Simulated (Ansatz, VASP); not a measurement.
CdS (Greenockite) in VASP and in Ansatz

```
CELL_PARAMETERS angstrom
4.11089 0.00000 0.00000
-2.05545 3.56014 0.00000
0.00000 0.00000 6.68944
ATOMIC_POSITIONS crystal
Cd 0.33333 0.66667 0.99921
Cd 0.66667 0.33333 0.49921
S 0.33333 0.66667 0.37579
S 0.66667 0.33333 0.87579
```

Alike in both runs: functional PBE; k mesh 9 × 9 × 4; occupations gaussian, width 0.02 eV; no spin polarisation.

Ansatz relaxed the structure, and its values are those at the end. VASP's run is a single point on that final structure, the one shown.

|  | VASP | Ansatz |
| --- | --- | --- |
| version | VASP 6.6.1 | Ansatz 0.2.0 |
| potentials or method | VASP PAW PBE potentials, release 64 (Cd, S) | scalar-relativistic, plane waves, PAW |
| plane-wave cutoff (eV) | 520 | 420 |
| valence electrons in the cell | 36 | 52 |

|  | VASP | Ansatz | Ansatz less VASP |
| --- | --- | --- | --- |
| gap on the k mesh at the Fermi level (eV) | 1.26 | 1.26 | -0.004 |
| least direct gap on the mesh (eV) | 1.26 | 1.26 | -0.004 |
| pressure (GPa) | 4.2 | 3.8 | -0.38 |
| rms of the force components (eV/Å) | 0.003 | 0.003 | -0.0006 |

The two sets of potentials don't hold the same shells in valence.
